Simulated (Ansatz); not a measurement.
**Pressure against volume: HgSe**

```yaml
crystal:
  lattice:
    - [0.00000, 3.09633, 3.09633]
    - [3.09633, 0.00000, 3.09633]
    - [3.09633, 3.09633, 0.00000]
  atoms:
    - { symbol: Hg, position: [0.00000, 0.00000, 0.00000] }
    - { symbol: Se, position: [0.25000, 0.25000, 0.25000] }
```

Structure from Materials Project entry mp-820 (possibly hypothetical), not relaxed further.

Spin–orbit coupling is left out, though it moves levels of the heavy atoms by tenths of an eV or more.

Levels of theory: DFT, PBEsol, all-electron LAPW, scalar-relativistic (Ansatz 0.2.0); DFT, PBEsol, PAW with Ansatz's default frozen-core files, scalar-relativistic (Ansatz 0.2.0).

For LAPW: a Γ-centred 10×10×10 k mesh, Fermi–Dirac smearing of 0.05 eV, basis error target 0.25 meV/atom, no spin polarisation. PAW takes a cutoff of 420 eV at this cell (files made with PBE, cores remade for this functional). The Ansatz runs share mesh, smearing and spin set-up. Plane-wave (PAW) pressures include the program's estimate of the Pulay term.

The cell above is scaled evenly, with fractional coordinates and shape held.

```json
{"V/V(cell)": "0.9500", "V (Å³/atom)": "28.201", "P, LAPW (GPa)": "1.23", "P, PAW (GPa)": "1.21", "free energy over the lowest listed, PAW (meV/atom)": "2.3"}
{"V/V(cell)": "0.9750", "V (Å³/atom)": "28.943", "P, LAPW (GPa)": "-0.18", "P, PAW (GPa)": "-0.19", "free energy over the lowest listed, PAW (meV/atom)": "0.0"}
{"V/V(cell)": "1.0000", "V (Å³/atom)": "29.685", "P, LAPW (GPa)": "-1.39", "P, PAW (GPa)": "-1.39", "free energy over the lowest listed, PAW (meV/atom)": "3.7"}
{"V/V(cell)": "1.0250", "V (Å³/atom)": "30.427", "P, LAPW (GPa)": "?", "P, PAW (GPa)": "?", "free energy over the lowest listed, PAW (meV/atom)": "?"}
{"V/V(cell)": "1.0500", "V (Å³/atom)": "31.169", "P, LAPW (GPa)": "-3.29", "P, PAW (GPa)": "-3.30", "free energy over the lowest listed, PAW (meV/atom)": "25.9"}
```

Problem. Fill in the row V/V(cell) = 1.0250.

Solution. P, LAPW (GPa) = -2.42, P, PAW (GPa) = -2.42, free energy over the lowest listed, PAW (meV/atom) = 12.6.

Problem. What do Birch–Murnaghan fits to the pressures give?

Solution. LAPW: V0 = 28.84 Å³/atom, B0 = 52 GPa, B0′ = 5.1; PAW: V0 = 28.83 Å³/atom, B0 = 52 GPa, B0′ = 5.1.

PAW's V0 lies -0.02 % from the all-electron value and its B0 -0.1 %. Symmetry fixes shape and coordinates here, so this is the relaxed modulus.
